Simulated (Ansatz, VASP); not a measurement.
# Gd: VASP beside Ansatz

Contents of INCAR:

```
SYSTEM = Gd
PREC = Accurate
ENCUT = 600
EDIFF = 1E-7
ISMEAR = -1
SIGMA = 0.05
LREAL = .FALSE.
LASPH = .TRUE.
NELM = 100
ALGO = Normal
ISIF = 3
LWAVE = .FALSE.
LCHARG = .FALSE.
ISPIN = 2
MAGMOM = 7
LORBIT = 11
LMAXMIX = 6
GGA = PE
IBRION = 2
NSW = 60
EDIFFG = -0.01
PSTRESS = 0
```

Contents of KPOINTS:

```
Automatic mesh
0
G
  7 7 7
  0 0 0
```

The input POSCAR:

```
Gd
1.0
   -2.0250000000      2.0250000000      2.0250000000
    2.0250000000     -2.0250000000      2.0250000000
    2.0250000000      2.0250000000     -2.0250000000
Gd
1
Direct
    0.0000000000      0.0000000000      0.0000000000
```

Contents of input.yaml:

```yaml
crystal:
  lattice:
    - [-2.025, 2.025, 2.025]
    - [2.025, -2.025, 2.025]
    - [2.025, 2.025, -2.025]
  atoms:
    - { symbol: Gd, position: [0.0, 0.0, 0.0], spin: 7.0 }
hamiltonian:
  xc: pbe
  pseudopotentials: { kind: paw }
magnetization:
  spin_polarized: true
kpoints:
  mp_grid: { grid: [7, 7, 7] }
scf:
  occupations: { method: fermi_dirac, width: 0.05 }
output:
  forces: true
  stress: true
  eigenvalues: true
relax:
  f_tol: 0.01
  max_steps: 40
  cell: { stress_tol: 0.05 }
```

This isn't the form of Gd at room conditions, which is hcp.

Alike in both runs: task relaxation of cell and atoms; functional PBE; k mesh 7 × 7 × 7; occupations fermi-dirac, width 0.05 eV; collinear spin, ferromagnetic start.

|  | VASP | Ansatz |
| --- | --- | --- |
| version | VASP 6.6.1 | Ansatz 0.2.0 |
| potentials or method | VASP PAW PBE potentials, release 64 (Gd) | Ansatz PAW |
| plane-wave cutoff (eV) | 600 | 420 |
| valence electrons in the cell | 18 | 18 |

Ansatz gave:

```
gap on the k mesh at the Fermi level, each at its own relaxed structure (eV) : none
net moment per atom (μB)                                                     : 7.62
size of the moment on the site where the two differ most (μB)                : 7.33
relaxed volume (Å³/atom)                                                     : 33.15
relaxed cell length with the largest relative difference (Å)                 : 3.505
```

Q: Estimate VASP's values.

A: gap on the k mesh at the Fermi level, each at its own relaxed structure (eV): none; net moment per atom (μB): 7.63; size of the moment on the site where the two differ most (μB): 7.01; relaxed volume (Å³/atom): 33.13; relaxed cell length with the largest relative difference (Å): 3.505.

Site moments also hang on the region over which each program counts them. A gap of «none» marks a metal or a gap that the smearing closes.

Caveats: spin-orbit coupling is left out, which moves the levels of the heavy elements; the plane-wave basis is chosen anew once the cell has moved, so the energies of steps on either side of that aren't comparable (Ansatz). The state reached can hang on the start; a lower one may exist.
